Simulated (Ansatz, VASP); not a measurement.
# InGa3As4 in VASP and in Ansatz

```xyz
8
Lattice="5.8704 0.0000 0.0000 0.0000 5.8704 0.0000 0.0000 0.0000 5.8704" Properties=species:S:1:pos:R:3 pbc="T T T"
In    0.0000    0.0000    0.0000
Ga    2.9352    0.0000    2.9352
Ga    2.9352    2.9352    0.0000
Ga    0.0000    2.9352    2.9352
As    1.5240    4.3464    4.3464
As    1.5240    1.5240    1.5240
As    4.3464    4.3464    1.5240
As    4.3464    1.5240    4.3464
```

Alike in both runs: functional PBE; k mesh 4 × 4 × 4; occupations gaussian, width 0.1 eV; no spin polarisation.

Ansatz relaxed the structure, and its values are those at the end. VASP's run is a single point on that final structure, the one shown.

|  | VASP | Ansatz |
| --- | --- | --- |
| version | VASP 6.6.1 | Ansatz 0.2.0 |
| potentials or method | VASP PAW PBE potentials, release 64 (In_d, Ga_d, As) | scalar-relativistic, plane waves, PAW |
| plane-wave cutoff (eV) | 520 | 420 |
| valence electrons in the cell | 72 | 112 |

Ansatz gave:

| Quantity | Value |
| --- | --- |
| gap on the k mesh at the Fermi level (eV) | none |
| pressure (GPa) | -0.3 |
| rms of the force components (eV/Å) | 0.016 |

Q: Estimate VASP's values.

A: gap on the k mesh at the Fermi level (eV): none; pressure (GPa): -0.2; rms of the force components (eV/Å): 0.019.

A gap of «none» marks a metal or a gap that the smearing closes. The two sets of potentials don't hold the same shells in valence.
